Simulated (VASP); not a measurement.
## ZnCu: relaxation of cell and atoms with PBEsol

ZnCu:

```xyz
2
Lattice="0.0000 2.7755 2.7755 2.7755 0.0000 2.7755 2.7755 2.7755 0.0000" Properties=species:S:1:pos:R:3 pbc="T T T"
Zn    0.0000    0.0000    0.0000
Cu    1.3878    1.3878    1.3878
```

The cell was built by a generator and needn't be a form met in nature.

```
Program                : VASP 6.6.1
Task                   : relaxation of cell and atoms
Functional             : PBEsol
Potentials or basis    : VASP PAW PBE potentials, release 64 (Zn, Cu)
Cutoff                 : 600 eV
k mesh                 : 8 × 8 × 8
Occupations            : methfessel-paxton, width 0.1 eV
Spin                   : no spin polarisation
Further INCAR settings : ALGO = Normal; EDIFF = 1e-06; IBRION = 2; EDIFFG = -0.02; NSW = 60; ISIF = 3
```

* Relaxed volume: 20.08 Å³/atom
* Relaxed cell: a = 3.844 Å, b = 3.844 Å, c = 3.844 Å, α = 60.00°, β = 60.00°, γ = 60.00°
* Space group after relaxing (to 0.05 Å): F-43m (No. 216)
* Energy gained by relaxing: 12.1 meV/atom
* Ionic steps: 3
* Pressure after relaxing: 0.1 GPa
* Band gap on the k mesh: none (metal or under the smearing width)

Step by step:
```
step  energy change (eV)  largest force (eV/Å)  pressure (GPa)  volume (Å³)
   1              0.0000                0.0000           -2.79        42.76
   2             -0.0237                0.0000           -0.43        40.50
   3             -0.0241                0.0000            0.05        40.16
```

Final structure:
```
Zn Cu
1.0
     0.00000    2.71795    2.71795
     2.71795    0.00000    2.71795
     2.71795    2.71795    0.00000
Zn Cu
1 1
Direct
  0.00000 0.00000 0.00000
  0.25000 0.25000 0.25000
```

Levels at points of the mesh, in eV from the Fermi level:
| k point | band 8 | band 9 | band 10 | band 11 | band 12 | band 13 | band 14 | band 15 |
| --- | --- | --- | --- | --- | --- | --- | --- | --- |
| (0.00, 0.00, 0.00) | -2.72 | -2.72 | -2.30 | -2.30 | 7.89 | 7.89 | 7.89 | 9.10 |
| (0.50, 0.00, 0.00) | -2.62 | -2.36 | -2.27 | -2.27 | -1.72 | 5.51 | 5.51 | 8.99 |
| (0.50, 0.50, 0.00) | -2.33 | -2.30 | -2.30 | -1.44 | -0.94 | 2.56 | 2.56 | 6.36 |

It took 44 s on 1 thread of Intel(R) Xeon(R) 6975P-C (Granite Rapids) (shared host), peak memory 0.18 GiB.

Caveat: the PAW data sets were made with another functional, which shifts forces and pressure a little.
